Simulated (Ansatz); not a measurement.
Crystal: MoP.

```
CELL_PARAMETERS angstrom
3.22300 0.00000 0.00000
-1.61150 2.79120 0.00000
0.00000 0.00000 3.19100
ATOMIC_POSITIONS crystal
Mo 0.00000 0.00000 0.00000
P 0.33333 0.66667 0.50000
```

```yaml
Program: Ansatz 0.2.0
Task: relaxation of cell and atoms
Functional: LDA
Potentials_or_basis: Ansatz PAW
Cutoff: "420 eV (not typed: the program's choice for these potentials)"
k_mesh: 10 × 10 × 8
Occupations: fermi-dirac, width 0.05 eV
Spin: no spin polarisation
```

At the start: volume 14.35 Å³/atom.

**Question.** How do energy, volume and symmetry change on relaxing?

**Answer.** It ends after 6 steps and the volume is 13.91 Å³/atom (-3.1 %); space group P-6m2 (No. 187, to 0.05 Å).

The path:
| step | energy change (eV) | largest force (eV/Å) | volume (Å³) |
| --- | --- | --- | --- |
| 1 | 0.0000 | 0.0000 | 28.71 |
| 2 | -0.0191 | 0.0000 | 27.56 |
| 3 | -0.0208 | 0.0000 | 27.85 |
| 4 | -0.0211 | 0.0000 | 27.83 |
| 5 | -0.0211 | 0.0000 | 27.83 |
| 6 | -0.0209 | 0.0000 | 27.83 |

Final structure:
```
CELL_PARAMETERS angstrom
3.19112 0.00000 0.00000
-1.59556 2.76359 0.00000
0.00000 0.00000 3.15546
ATOMIC_POSITIONS crystal
Mo 0.00000 0.00000 0.00000
P 0.33333 0.66667 0.50000
```

Caveat: the plane-wave basis is chosen anew once the cell has moved, so the energies of steps on either side of that aren't comparable; the PAW data sets come from PBE, with cores solved anew for the run's functional, which leaves a small shift of forces and pressure.
